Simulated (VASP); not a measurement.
Input of a VASP 6.6.1 run:

INCAR

```
ALGO = Normal
EDIFF = 1E-6
EDIFFG = -0.01
ENCUT = 600
GGA = CA
IBRION = 2
ISIF = 3
ISMEAR = 0
KPAR = 2
LASPH = T
LCHARG = F
LREAL = F
LWAVE = F
NELM = 80
NSW = 90
PREC = Accurate
SIGMA = 0.03
```

Contents of KPOINTS:

```
k-points
0
Gamma
  4 8 8
```

File POSCAR:

```
SnSe
1.0
   11.4200000000      0.0000000000      0.0000000000
    0.0000000000      4.1900000000      0.0000000000
    0.0000000000      0.0000000000      4.4600000000
Sn Se
4 4
Direct
    0.1230000000      0.2500000000      0.0910000000
    0.3770000000      0.7500000000      0.5910000000
    0.6230000000      0.2500000000      0.4090000000
    0.8770000000      0.7500000000      0.9090000000
    0.3570000000      0.2500000000      0.0160000000
    0.1430000000      0.7500000000      0.5160000000
    0.8570000000      0.2500000000      0.4840000000
    0.6430000000      0.7500000000      0.9840000000
```

Potentials or basis: VASP PAW LDA potentials, release 64 (Sn_d, Se).

The run is started by

```sh
$ cat potpaw_LDA.64/Sn_d/POTCAR potpaw_LDA.64/Se/POTCAR > POTCAR
$ mpirun -np 2 vasp_std > vasp.out
```

Task: What does it give for the space group after relaxing (to 0.05 Å)?

Result: Pnma (No. 62).

Task: What does it give for the band gap on the k mesh?

Result: 0.39 eV, indirect (least direct gap 0.71 eV).

Task: What does it give for the relaxed volume?

Result: 25.13 Å³/atom.

Stress tensor (GPa, compression positive):
```
 0.03  0.00  0.00
 0.00 -0.06  0.00
 0.00  0.00  0.04
```

Caveat: spin-orbit coupling is left out, which moves the levels of the heavy elements. LDA usually gives volumes a few per cent too small.
